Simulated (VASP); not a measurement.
# A VASP study of SrCl2 (PBE): structure first, properties next, part 2 of 5

Wanted: the relaxed cell of SrCl2 and its properties. The start is a cell from a database of measured crystal structures.

VASP 6.6.1; PBE; plane waves and PAW (Sr_sv, Cl).

So far, gap on the k-mesh (eV): step 2 (relaxing cell and atoms (PBE)) 5.22. The relaxed cell has a = 7.046 Å (conventional setting).

### Step 4. Density, ELF and potential (PBE)

The relaxed cell gets a fresh self-consistent run, on a basis set for its own volume, to fix the density and to check the remaining stress.

File INCAR:

```
SYSTEM = SrCl2
PREC = Accurate
ENCUT = 400
EDIFF = 1E-06
NELM = 100
ISMEAR = 0
SIGMA = 0.05
LREAL = .FALSE.
ALGO = Normal
GGA = PE
NBANDS = 18
LORBIT = 11
LWAVE = .FALSE.
LCHARG = .TRUE.
ISIF = 2
LELF = .TRUE.
LVHAR = .TRUE.
```

File POSCAR:

```
SrCl2
1.0
    0.0000000000      3.5228444696      3.5228444696
    3.5228444696      0.0000000000      3.5228444696
    3.5228444696      3.5228444696      0.0000000000
Sr Cl
1 2
Direct
    0.0000000000      0.0000000000      0.0000000000
    0.2500000000      0.2500000000      0.2500000000
    0.7500000000      0.7500000000      0.7500000000
```

File KPOINTS:

```
Automatic mesh
0
Gamma
6 6 6
0 0 0
```

The projector-augmented-wave data sets are Sr_sv and Cl (PBE family, release 64).

The run is started by

```console
$ mpirun -np 2 vasp_std
```

Output:

```text
[banner, memory and clock lines left out]
running    2 mpi-ranks, on    1 nodes
 distrk:  each k-point on    2 cores,    1 groups
 distr:  one band on    1 cores,    2 groups

 POSCAR found type information on POSCAR SrCl
 POSCAR found :  2 types and       3 ions
 LDA part: xc-table for (Slater+PW92), standard interpolation
 POSCAR, INCAR and KPOINTS ok, starting setup
 FFT: planning ... GRIDC
 FFT: planning ... GRID_SOFT
 FFT: planning ... GRID
 WAVECAR not read
 entering main loop
       N       E                     dE             d eps       ncg     rms          rms(c)
[... 1 cycle as in an earlier step ...]
DAV:   2    -0.457202426515E+01   -0.13488E+03   -0.13207E+03   758   0.209E+02
DAV:   3    -0.128101386729E+02   -0.82381E+01   -0.82175E+01   740   0.538E+01
[... 1 cycle as in an earlier step ...]
DAV:   5    -0.130790756087E+02   -0.30584E-02   -0.30575E-02   804   0.808E-01    0.121E+01
[... 1 cycle as in an earlier step ...]
DAV:   7    -0.127790235211E+02   -0.78797E-02   -0.38366E-01   850   0.365E+00    0.215E+00
DAV:   8    -0.127863106212E+02   -0.72871E-02   -0.54001E-02   718   0.129E+00    0.353E-01
DAV:   9    -0.127876931143E+02   -0.13825E-02   -0.21664E-03   824   0.269E-01    0.126E-01
DAV:  10    -0.127889642455E+02   -0.12711E-02   -0.10027E-03   644   0.184E-01    0.366E-02
[... 2 cycles as in an earlier step ...]
DAV:  13    -0.127890701959E+02   -0.25377E-05   -0.38981E-06   770   0.103E-02    0.457E-03
DAV:  14    -0.127890699823E+02    0.21359E-06   -0.58893E-07   500   0.455E-03
   1 F= -.12789070E+02 E0= -.12789070E+02  d E =-.151210E-19
```

Elapsed: 5.6 s, on 2 MPI ranks of AMD EPYC 9R45, shared host; peak memory 0.24 GiB; 9.9 s of CPU time.

Parts of OUTCAR (step 4):

```text
The static configuration has the point symmetry O_h .

 Found     16 irreducible k-points:

   NELECT =      24.0000    total number of electrons

 E-fermi :   0.2710

  Total       -0.0035517     -0.0035517     -0.0035517      0.0000000      0.0000000     -0.0000000
  in kB       -0.0650787     -0.0650787     -0.0650787      0.0000000      0.0000000     -0.0000000
  external PRESSURE =      -0.0650787 kB  Pullay stress =       0.0000000 kB

[... 19 parts as in an earlier step ...]
```

This step gave:

```
SCF cycles : 14
```

Valence electrons inside each PAW sphere by angular momentum. Sphere charges, by row:

| atom | s (e) | p (e) | d (e) | tot (e) |
| --- | --- | --- | --- | --- |
| Sr1 | 1.995 | 5.764 | 0.143 | 7.902 |
| Cl2 | 1.592 | 3.576 | 0 | 5.168 |
| Cl3 | 1.592 | 3.576 | 0 | 5.168 |

Electrostatic potential energy in the ac plane of a cell with a along [110], b along [-110] and c along [001] of the cube at fractional y = 0.000, with atoms of Sr and Cl within 0.2 Å of it. With pseudopotentials it is smooth inside the atoms' cores, unlike the true potential.

Values in eV, 10 rows by 16 columns, each cell a mean:
```
-20  -9   1   4   4   3  -6 -18 -20  -9   1   4   4   3  -6 -18
 -5   0   1 -28 -37  -3   1  -4  -5   0   1 -28 -37  -3   1  -4
  4   5  -3 -65 -76 -14   5   4   4   5  -3 -65 -76 -14   5   4
  6   6   4 -14 -20   2   6   6   6   6   4 -14 -20   2   6   6
  6   6   6   5   5   6   6   6   6   6   6   5   5   6   6   6
  6   6   6   5   4   6   6   6   6   6   6   5   4   6   6   6
  6   6   3 -28 -37  -2   6   6   6   6   3 -28 -37  -2   6   6
  3   4  -3 -65 -76 -15   4   3   3   4  -3 -65 -76 -15   4   3
 -9  -2   2 -14 -20   0   0  -7  -9  -2   2 -14 -20   0   0  -7
-23 -11   1   5   5   3  -7 -20 -23 -11   1   5   5   3  -7 -20
```
Columns run along a (10.0 Å; values clipped at the 3rd and 97th percentile), rows up along c (7.0 Å), edges of the conventional cell, whose origin can differ from the input's. Atoms in or near the plane, at fractional coordinates: Sr at (0.00, 0.00), Sr at (0.50, 0.00), Cl at (0.25, 0.25), Cl at (0.75, 0.25), Cl at (0.25, 0.75), Cl at (0.75, 0.75).

ELF in the ac plane of a cell with a along [110], b along [-110] and c along [001] of the cube at fractional y = 0.000, with atoms of Sr and Cl within 0.2 Å of it. It is the smooth field of the valence electrons, not physical close to the nuclei.

Values, 10 rows by 16 columns, each cell a mean:
```
0.75 0.60 0.16 0.42 0.46 0.24 0.43 0.76 0.75 0.60 0.16 0.42 0.46 0.24 0.43 0.76
0.42 0.17 0.62 0.85 0.82 0.74 0.23 0.36 0.42 0.17 0.62 0.85 0.82 0.74 0.23 0.36
0.01 0.25 0.79 0.72 0.62 0.84 0.42 0.03 0.01 0.25 0.79 0.72 0.62 0.84 0.42 0.03
0.01 0.18 0.63 0.82 0.83 0.72 0.29 0.02 0.01 0.18 0.63 0.82 0.83 0.72 0.29 0.02
0.00 0.03 0.14 0.27 0.28 0.17 0.04 0.00 0.00 0.03 0.14 0.27 0.28 0.17 0.04 0.00
0.00 0.05 0.24 0.43 0.46 0.31 0.09 0.01 0.00 0.05 0.24 0.43 0.46 0.31 0.09 0.01
0.01 0.21 0.70 0.83 0.81 0.77 0.36 0.02 0.01 0.21 0.70 0.83 0.81 0.77 0.36 0.02
0.03 0.23 0.79 0.72 0.62 0.84 0.39 0.03 0.03 0.23 0.79 0.72 0.62 0.84 0.39 0.03
0.60 0.26 0.51 0.83 0.84 0.66 0.20 0.53 0.60 0.26 0.51 0.83 0.84 0.66 0.20 0.53
0.68 0.66 0.14 0.26 0.28 0.12 0.50 0.75 0.68 0.66 0.14 0.26 0.28 0.12 0.50 0.75
```
Columns run along a (10.0 Å), rows up along c (7.0 Å), edges of the conventional cell, whose origin can differ from the input's. Atoms in or near the plane, at fractional coordinates: Sr at (0.00, 0.00), Sr at (0.50, 0.00), Cl at (0.25, 0.25), Cl at (0.75, 0.25), Cl at (0.25, 0.75), Cl at (0.75, 0.75).

Valence density in the ac plane of a cell with a along [110], b along [-110] and c along [001] of the cube at fractional y = 0.000, with atoms of Sr and Cl within 0.2 Å of it. It is the smooth field of the valence electrons, not physical close to the nuclei.

Ten even steps from '_' (0.0 e/Å³) to '@' (3.2 e/Å³), each cell a mean:
```
@@##--________________..++@@@@##--________________..++@@
**==..______....________::++**==..______....________::++
....______::----::..______......______::----::..______..
________..========::________________..========::________
________::==--..==--..______________::==--..==--..______
________..--======::________________..--======::________
__________::----::..__________________::----::..________
____________....________________________....____________
________________________________________________________
________________________________________________________
________________________________________________________
__________..::::..____________________..::::..__________
________..::====--..________________..::====--..________
________..==--::==--________________..==--::==--________
________..==--::++--..______________..==--::++--..______
________..--======::________________..--======::________
--::______..::::..______..----::______..::::..______..--
%%++::________________..==##%%++::________________..==##
@@%%--________________::**@@@@%%--________________::**@@
```
Columns run along a (10.0 Å), rows up along c (7.0 Å), edges of the conventional cell, whose origin can differ from the input's. Atoms in or near the plane, at fractional coordinates: Sr at (0.00, 0.00), Sr at (0.50, 0.00), Cl at (0.25, 0.25), Cl at (0.75, 0.25), Cl at (0.25, 0.75), Cl at (0.75, 0.75).

In this run the pressure is -0.01 GPa, small enough to go on.

### Step 5. Band structure (PBE)

Levels along the symmetry lines show where the bands peak and cross; KPOINTS_OPT computes them in the converged potential.

File INCAR:

```
SYSTEM = SrCl2
PREC = Accurate
ENCUT = 400
EDIFF = 1E-06
NELM = 100
ISMEAR = 0
SIGMA = 0.05
LREAL = .FALSE.
ALGO = Normal
GGA = PE
NBANDS = 25
LORBIT = 11
LWAVE = .FALSE.
LCHARG = .FALSE.
KPAR = 2
```

POSCAR is that of step 4.

KPOINTS is that of step 4.

File KPOINTS_OPT:

```
Line mode
16
Line-mode
Reciprocal
  0.00000000   0.00000000   0.00000000 GAMMA
  0.50000000   0.00000000   0.50000000 X

  0.50000000   0.00000000   0.50000000 X
  0.50000000   0.25000000   0.75000000 W

  0.50000000   0.25000000   0.75000000 W
  0.37500000   0.37500000   0.75000000 K

  0.37500000   0.37500000   0.75000000 K
  0.00000000   0.00000000   0.00000000 GAMMA

  0.00000000   0.00000000   0.00000000 GAMMA
  0.50000000   0.50000000   0.50000000 L

  0.50000000   0.50000000   0.50000000 L
  0.62500000   0.25000000   0.62500000 U

  0.62500000   0.25000000   0.62500000 U
  0.50000000   0.25000000   0.75000000 W

  0.50000000   0.25000000   0.75000000 W
  0.50000000   0.50000000   0.50000000 L

  0.50000000   0.50000000   0.50000000 L
  0.37500000   0.37500000   0.75000000 K

  0.62500000   0.25000000   0.62500000 U
  0.50000000   0.00000000   0.50000000 X
```

The run is started by

```console
$ mpirun -np 2 vasp_std
```

Output:

```text
[... set-up lines as in an earlier step ...]
 entering main loop
       N       E                     dE             d eps       ncg     rms          rms(c)
DAV:   1     0.112065677735E+03    0.11207E+03   -0.94527E+03   800   0.698E+02
DAV:   2    -0.558149259284E+01   -0.11765E+03   -0.11241E+03  1037   0.167E+02
DAV:   3    -0.128881029092E+02   -0.73066E+01   -0.72668E+01  1076   0.389E+01
DAV:   4    -0.130768996717E+02   -0.18880E+00   -0.18872E+00  1160   0.586E+00
DAV:   5    -0.130791027820E+02   -0.22031E-02   -0.22031E-02  1096   0.601E-01    0.121E+01
DAV:   6    -0.127714154515E+02    0.30769E+00   -0.45342E-01   899   0.329E+00    0.773E+00
DAV:   7    -0.127794904859E+02   -0.80750E-02   -0.28950E-01  1123   0.267E+00    0.221E+00
DAV:   8    -0.127869374449E+02   -0.74470E-02   -0.39817E-02   939   0.933E-01    0.391E-01
DAV:   9    -0.127876611899E+02   -0.72374E-03   -0.16435E-03  1000   0.200E-01    0.146E-01
DAV:  10    -0.127889793788E+02   -0.13182E-02   -0.93034E-04   866   0.134E-01    0.380E-02
DAV:  11    -0.127890508231E+02   -0.71444E-04   -0.44950E-05  1015   0.311E-02    0.451E-02
DAV:  12    -0.127890673721E+02   -0.16549E-04   -0.13298E-05   877   0.153E-02    0.516E-03
DAV:  13    -0.127890701758E+02   -0.28037E-05   -0.29861E-06   905   0.713E-03    0.403E-03
DAV:  14    -0.127890700892E+02    0.86608E-07   -0.25891E-07   776   0.252E-03
   1 F= -.12789070E+02 E0= -.12789070E+02  d E =-.434294E-16
 Start KPOINTS_OPT (optional k-point list driver)
k-point batch [1-16\160]
       N       E                     dE             ncg
DAV:   1    -0.162575195879E+04   -0.70230E+04      800
DAV:   2    -0.343673360665E+04   -0.18110E+04     1049
DAV:   3    -0.355170622444E+04   -0.11497E+03     1100
DAV:   4    -0.355554612974E+04   -0.38399E+01     1166
DAV:   5    -0.355558174161E+04   -0.35612E-01     1080
DAV:   6    -0.355558240966E+04   -0.66805E-03     1175
DAV:   7    -0.355558241495E+04   -0.52949E-05     1072
DAV:   8    -0.355558241503E+04   -0.75957E-07      711
[...]
k-point batch [145-160\160]
       N       E                     dE             ncg
DAV:   1    -0.158210167386E+04   -0.11221E+05      800
DAV:   2    -0.343664383250E+04   -0.18545E+04     1094
DAV:   3    -0.354980131103E+04   -0.11316E+03     1131
DAV:   4    -0.355247197682E+04   -0.26707E+01     1104
DAV:   5    -0.355250501614E+04   -0.33039E-01     1102
DAV:   6    -0.355250568804E+04   -0.67190E-03     1160
DAV:   7    -0.355250569444E+04   -0.64009E-05     1070
DAV:   8    -0.355250569450E+04   -0.54737E-07      704
```

The job ended after 35 s (2 MPI ranks; peak memory 0.32 GiB).

From OUTCAR (step 5):

```text
   k-points           NKPTS =     16   k-points in BZ     NKDIM =     16   number of bands    NBANDS=     25

   NELECT =      24.0000    total number of electrons

 E-fermi :   0.2368

 k-point     1 :       0.0000    0.0000    0.0000
  band No.  band energies     occupation
    ...
      8      -2.0622      2.00000
      9      -2.0622      2.00000
     10      -0.3620      2.00000
     11      -0.3620      2.00000
     12      -0.3620      2.00000
     13       5.1847      0.00000
     14       6.0659      0.00000
     15       6.0659      0.00000
     16       8.9469      0.00000
     17       8.9469      0.00000
    ...

  Total       -0.0062135     -0.0062135     -0.0062135      0.0000000     -0.0000000      0.0000000
  in kB       -0.1138507     -0.1138507     -0.1138507      0.0000000     -0.0000000      0.0000000
  external PRESSURE =      -0.1138507 kB  Pullay stress =       0.0000000 kB

 POSITION                                       TOTAL-FORCE (eV/Angst)
 -----------------------------------------------------------------------------------
      0.00000      0.00000      0.00000         0.000000     -0.000000      0.000000
      1.76142      1.76142      1.76142         0.000000      0.000000     -0.000000
      5.28427      5.28427      5.28427        -0.000000     -0.000000      0.000000
 -----------------------------------------------------------------------------------
    total drift:                                0.000000     -0.000000      0.000000

  FREE ENERGIE OF THE ION-ELECTRON SYSTEM (eV)
  ---------------------------------------------------
  free  energy   TOTEN  =       -12.7890700892 eV

  energy  without entropy=      -12.7890700892  energy(sigma->0) =      -12.78907009

[... 8 parts as in an earlier step ...]

[... 8 further parts left out ...]
```

This step gave:

```
bands                             : 25
Fermi energy                      : 0.2368 eV
pressure                          : -0.01139 GPa
least gap on mesh and path        : 5.221 eV
least direct gap on mesh and path : 5.514 eV
```

Electronic bands along the path, in eV, zero at the valence-band top; v1 is the highest filled band, c1 the lowest empty one:

| point | v4 | v3 | v2 | v1 | c1 | c2 | c3 | c4 |
| --- | --- | --- | --- | --- | --- | --- | --- | --- |
| Γ | -2.03 | -0.33 | -0.33 | -0.33 | 5.22 | 6.10 | 6.10 | 8.98 |
| 0.47 of the way | -1.54 | -1.24 | -0.32 | -0.32 | 6.05 | 6.57 | 6.57 | 8.05 |
| X | -1.81 | -0.38 | -0.38 | 0.00 | 5.51 | 6.96 | 7.52 | 7.91 |
| 0.53 of the way | -1.61 | -0.66 | -0.34 | -0.05 | 5.82 | 7.00 | 7.31 | 7.45 |
| W | -1.16 | -1.16 | -0.30 | -0.10 | 6.21 | 6.96 | 7.14 | 7.14 |
| 0.53 of the way | -1.46 | -0.87 | -0.38 | -0.11 | 6.05 | 7.07 | 7.13 | 7.35 |
| K | -1.66 | -0.68 | -0.52 | -0.10 | 5.95 | 7.05 | 7.26 | 7.49 |
| 0.53 of the way | -1.45 | -1.19 | -0.86 | -0.29 | 6.37 | 6.50 | 6.56 | 7.92 |
| Γ | -2.03 | -0.33 | -0.33 | -0.33 | 5.22 | 6.10 | 6.10 | 8.98 |
| 0.53 of the way | -1.65 | -0.94 | -0.65 | -0.65 | 6.43 | 6.49 | 6.49 | 7.71 |
| L | -1.44 | -1.27 | -1.01 | -1.01 | 6.68 | 6.68 | 7.40 | 7.82 |
| 0.47 of the way | -1.52 | -0.93 | -0.82 | -0.55 | 6.35 | 6.86 | 7.32 | 7.74 |
| U | -1.66 | -0.68 | -0.52 | -0.10 | 5.95 | 7.05 | 7.26 | 7.49 |
| 0.47 of the way | -1.46 | -0.87 | -0.38 | -0.11 | 6.05 | 7.07 | 7.13 | 7.35 |
| W | -1.16 | -1.16 | -0.30 | -0.10 | 6.21 | 6.96 | 7.14 | 7.14 |
| 0.47 of the way | -1.31 | -1.11 | -0.49 | -0.47 | 6.28 | 6.89 | 7.28 | 7.58 |
| L | -1.44 | -1.27 | -1.01 | -1.01 | 6.68 | 6.68 | 7.40 | 7.82 |
| 0.47 of the way | -1.52 | -0.93 | -0.82 | -0.55 | 6.35 | 6.86 | 7.32 | 7.74 |
| K | -1.66 | -0.68 | -0.52 | -0.10 | 5.95 | 7.05 | 7.26 | 7.49 |
| jump to U | -1.66 | -0.68 | -0.52 | -0.10 | 5.95 | 7.05 | 7.26 | 7.49 |
| 0.47 of the way | -1.77 | -0.47 | -0.42 | -0.03 | 5.67 | 6.98 | 7.44 | 7.63 |
| X | -1.81 | -0.38 | -0.38 | 0.00 | 5.51 | 6.96 | 7.52 | 7.91 |

Of the projections kept (Sr, Cl), the largest for each band there; the rest of the weight can lie on other orbitals:

| point | v4 | v3 | v2 | v1 | c1 | c2 | c3 | c4 |
| --- | --- | --- | --- | --- | --- | --- | --- | --- |
| Γ | Cl 0.94 | Cl 0.99 | Cl 0.99 | Cl 0.99 | Cl 0.59 | Sr 1.00 | Sr 1.00 | Sr 0.99 |
| X | Cl 0.95 | Cl 0.96 | Cl 0.96 | Cl 1.00 | Sr 0.92 | Sr 0.88 | Sr 1.00 | Sr 0.91 |
| W | Cl 0.96 | Cl 0.96 | Cl 0.96 | Cl 1.00 | Sr 0.78 | Sr 1.00 | Sr 0.89 | Sr 0.89 |
| K | Cl 0.96 | Cl 0.96 | Cl 0.97 | Cl 0.99 | Sr 0.84 | Sr 0.88 | Sr 0.97 | Sr 0.89 |
| Γ | Cl 0.94 | Cl 0.99 | Cl 0.99 | Cl 0.99 | Cl 0.59 | Sr 1.00 | Sr 1.00 | Sr 0.99 |
| L | Cl 0.96 | Cl 0.97 | Cl 0.97 | Cl 0.97 | Sr 0.97 | Sr 0.97 | Sr 0.90 | Cl 0.88 |

The path finds the gap of the mesh within 0.02 eV, so the mesh comes close to both band edges.

(Continued in part 3 of 5.)

[Lines on the potential files, build, host, timing and source positions are cut from VASP's logs without a mark.]

[Logs are printed without paths, hosts, clocks, repeated set-up lines and the standing remarks that a program may print on its own settings, such as how far it seeks lower states.]

[Hosts, paths, dates, database ids (printed as entryN), source tags and the programs' standing remarks are cut or masked in the printed files.]

[A measured line is paired with the nearest computed mode of its activity, which favours agreement.]
